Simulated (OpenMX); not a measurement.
# GaN under changes of volume

One of the cells (11.444 Å³/atom); the others are scaled copies at fixed shape and fractional positions:

```
Ga N
1.0
     0.00000    2.25350    2.25350
     2.25350    0.00000    2.25350
     2.25350    2.25350    0.00000
Ga N
1 1
Direct
  0.00000 0.00000 0.00000
  0.25000 0.25000 0.25000
```

The cell is a database's computed one.

- Program: OpenMX 3.8.5
- Functional: LDA
- Potentials or basis: OpenMX 2013 LDA set, Ga7.0-s3p2d2, N6.0-s2p2d1, fixed grid of 35 × 35 × 35 points
- k mesh: 11 × 11 × 11
- Occupations: fermi-dirac, width 0.05 eV
- Spin: no spin polarisation

```tsv
volume (Å³/atom)	energy over the lowest point (meV/atom)	gap on the mesh (eV)
10.757	?	?
10.986	2.68	2.60
11.215	0.00	2.45
11.444	3.27	2.29
11.673	11.21	2.14
11.902	23.42	1.99
12.131	40.02	1.85
```

What does the run at 10.757 Å³/atom give?

Energy over the lowest point 11.60 meV/atom; gap on the mesh 2.77 eV.

Worked out: A Birch-Murnaghan fit of order 3 (a polynomial in V^(-2/3)) to the other rows has its minimum at 11.20 Å³/atom with B0 = V·E''(V) = 190 GPa and B' = 4.3. It gives 11.29 meV/atom at 10.757 Å³/atom, against the run's 11.60. A straight line through the other rows of the gap, of slope -7.61 eV per unit of ln V (its deformation potential), extrapolates to 2.76 eV, against the run's 2.77.

Energies are extrapolated to zero smearing.

Caveats: the basis has few d functions beyond the semicore shells, which can make volumes several per cent too large; the basis of atomic orbitals isn't converged, which shifts pressures, moduli and gaps; an odd mesh through Γ misses points on the zone boundary, where band edges often lie (some runs).

Spin-orbit coupling on Ga is left out.
